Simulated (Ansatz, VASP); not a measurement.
## C: VASP beside Ansatz

```xyz
2
Lattice="-1.0989 1.0989 1.5541 1.0989 -1.0989 1.5541 1.0989 1.0989 -1.5541" Properties=species:S:1:pos:R:3 pbc="T T T"
C     0.0000   -0.5495   -0.3885
C     0.0000    0.5495    0.3885
```

Alike in both runs: functional PBE; k mesh 27 × 27 × 27; occupations fermi-dirac, width 0.05 eV; no spin polarisation.

Ansatz relaxed the structure, and its values are those at the end. VASP's run is a single point on that final structure, the one shown.

|  | VASP | Ansatz |
| --- | --- | --- |
| version | VASP 6.6.1 | Ansatz 0.2.0 |
| potentials or method | VASP PAW PBE potentials, release 64 (C) | PAW with Ansatz's default frozen-core files, scalar-relativistic |
| plane-wave cutoff (eV) | 520 | 420 |
| valence electrons in the cell | 8 | 8 |

```csv
,VASP,Ansatz,Ansatz less VASP
gap on the k mesh at the Fermi level (eV),5.17,5.18,+0.014
```

Caveats: an odd mesh through Γ misses points on the zone boundary, where band edges often lie.
